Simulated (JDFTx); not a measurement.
Al:

```xyz
1
Lattice="2.7218 0.0000 0.0000 0.0000 2.7218 0.0000 0.0000 0.0000 2.7218" Properties=species:S:1:pos:R:3 pbc="T T T"
Al    0.0000    0.0000    0.0000
```

The cell was built by a generator and needn't be a form met in nature.

- Program: JDFTx 1.7.0 (patched build)
- Task: relaxation of cell and atoms
- Functional: BLYP
- Potentials or basis: SG15-PBE-1.2 with smoothed tails
- Cutoff: 1088 eV
- Density cutoff: 4354 eV
- k mesh: 5 × 5 × 5
- Occupations: fermi-dirac, width 0.05 eV
- Spin: no spin polarisation

At the start: pressure 2.6 GPa; volume 20.16 Å³/atom.

How do energy, volume and symmetry change on relaxing?

Over 6 steps the energy falls by 8.2 meV/atom and the volume is 21.22 Å³/atom (+5.2 %); space group Pm-3m (No. 221, to 0.05 Å).

The path:
| step | energy change (eV) | largest force (eV/Å) | pressure (GPa) | volume (Å³) |
| --- | --- | --- | --- | --- |
| 1 | 0.0000 | 0.0000 | 2.62 | 20.16 |
| 2 | -0.0028 | 0.0000 | 2.07 | 20.36 |
| 3 | -0.0081 | 0.0000 | 0.20 | 21.12 |
| 4 | -0.0082 | 0.0000 | 0.03 | 21.20 |
| 5 | -0.0082 | 0.0000 | 0.00 | 21.21 |
| 6 | -0.0082 | 0.0000 | 0.00 | 21.22 |

Final structure:
```
Al
1.0
     2.76834    0.00000    0.00000
     0.00000    2.76834    0.00000
     0.00000    0.00000    2.76834
Al
1
Direct
  0.00000 0.00000 0.00000
```

Caveat: the k mesh is coarse (spacing up to 0.46 Å⁻¹), so the values aren't converged; the potentials were made for another functional, which shifts forces and pressure.
